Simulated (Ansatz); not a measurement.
Structure: RbCl (started from an entry of an open crystallographic database), at its r2SCAN minimum. It is cubic, Fm-3m (No. 225); conventional cell a = 6.611 Å, 36.12 Å³ an atom. Rb is surrounded by 6 Cl at 3.31 Å; Cl is surrounded by 6 Rb at 3.31 Å.

```
Rb Cl
1.0
     0.00000    3.30573    3.30573
     3.30573    0.00000    3.30573
     3.30573    3.30573    0.00000
Rb Cl
1 1
Direct
  0.00000 0.00000 0.00000
  0.50000 0.50000 0.50000
```

The questions ask for values computed with Ansatz on this geometry. Non-magnetic throughout; all numbers are computed.

Question: What gap does PBE give, and where are the band edges?

Answer: PBE gives a direct gap of 4.96 eV at Γ.

Question: How does the gap change from PBE to PBE+SOC (6×6×6)?

Answer: PBE+SOC gives a direct gap of 4.91 eV at Γ. The gap differs by -0.05 eV from PBE's.

Question: Estimate the gap with r2SCAN on 6×6×6.

Answer: The r2SCAN gap is direct at Γ: 5.56 eV. The gap differs by +0.60 eV from PBE's.

Question: How does the gap change from PBE to PBE0 (4×4×4)?

Answer: The PBE0 gap is direct at Γ: 6.99 eV. The gap differs by +2.03 eV from PBE's.

Question: Roughly how does the cost of the Hartree-Fock run (4×4×4) compare with r2SCAN's (6×6×6)?

Answer: About 9 times as much (30 core-seconds against 4 core-seconds, on a shared machine).

Question: What are ε∞ and the Born charges with r2SCAN?

Answer: The electronic dielectric tensor ε∞ is 2.24 in all directions. Born charges, averaged over directions: Rb +1.15, Cl -1.15 e.

Only the levels marked +SOC include spin-orbit coupling.

The meshes of the hybrids are coarse, so their gaps aren't converged to the digits shown.
